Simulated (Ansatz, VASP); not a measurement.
**One calculation of HfC, two programs**

```
Hf C
1.0
     0.00000    2.27794    2.27794
     2.27794    0.00000    2.27794
     2.27794    2.27794    0.00000
Hf C
1 1
Direct
  0.50000 0.50000 0.50000
  0.00000 0.00000 0.00000
```

Change from the starting cell: volume scaled by 0.9405, PAW files.

Alike in both runs: task electric field gradients; functional PBE; k mesh 12 × 12 × 12; occupations fermi-dirac, width 0.05 eV; no spin polarisation.

```csv
,VASP,Ansatz
version,VASP 6.6.1,Ansatz 0.2.0
potentials or method,"VASP PAW PBE potentials, release 64 (Hf_pv, C)","PAW with Ansatz's default frozen-core files, scalar-relativistic"
plane-wave cutoff (eV),520,420
valence electrons in the cell,14,30
```

```tsv
	VASP	Ansatz	Ansatz less VASP
pressure (GPa)	16.1	16.5	+0.39
Vzz of the field gradient on the site that differs most (V/Å²)	0.0	0.0	0.00
```

The functional is the same, so the differences come from potentials, cutoffs and numerics. The two sets of potentials don't hold the same shells in valence. Ansatz warned: «gradients_without_spin_orbit».

Caveats: so large a pressure means that the cell lies far from this level's equilibrium, or that cutoff or potentials fall short (VASP). Spin-orbit coupling is left out, which matters for the levels of Hf.
